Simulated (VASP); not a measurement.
Write the native input for VASP 6.6.1 that does the following.

| Item | Value |
| --- | --- |
| Task | relaxation of cell and atoms |
| Functional | PBEsol |
| Potentials or basis | VASP PAW PBE potentials, release 64 (Sn_d) |
| Cutoff | 600 eV |
| k mesh | 10 × 10 × 10 |
| Occupations | gaussian, width 0.03 eV |
| Spin | no spin polarisation |
| Further INCAR settings | ALGO = Normal; EDIFF = 1e-07; IBRION = 2; EDIFFG = -0.005; NSW = 90; ISIF = 3 |

The structure of Sn lies in POSCAR:

```
Sn                                      
1.0
   -0.0000000000      3.2685833788      3.2685833788
    3.2685833788      0.0000000000      3.2685833788
    3.2685833788      3.2685833788      0.0000000000
  Sn            
     2
Direct
     0.0000000000000000    0.0000000000000000    0.0000000000000000
     0.2500000000000000    0.2500000000000000    0.2500000000000000
```

This isn't the form of Sn at room conditions, which is tetragonal (white tin).

These files were run (other wordings do the same):

INCAR

```
PREC = Accurate
ENCUT = 600
EDIFF = 1E-7
ISMEAR = 0
SIGMA = 0.03
LREAL = False
LASPH = True
NELM = 80
ALGO = Normal
ISIF = 3
LWAVE = False
LCHARG = False
GGA = PS
IBRION = 2
NSW = 90
EDIFFG = -0.005
KPAR = 2
```

KPOINTS

```
Automatic mesh
0
Gamma
  10 10 10
```

Potentials or basis: VASP PAW PBE potentials, release 64 (Sn_d).

Run with:

```bash
$ cat potpaw_PBE.64/Sn_d/POTCAR > POTCAR
$ mpirun -np 2 vasp_std > vasp.out
```

It gave:

```json
{
 "Pressure after relaxing": "0.0 GPa",
 "Band gap on the k mesh": "none (metal or under the smearing width)"
}
```

Caveat: the relaxation stopped at its first step, so nothing moved; the PAW data sets were made with another functional, which shifts forces and pressure a little.

Run time: 33 s on 2 MPI ranks on Intel(R) Xeon(R) Platinum 8488C (Sapphire Rapids) (shared host), peak memory 0.25 GiB a rank.
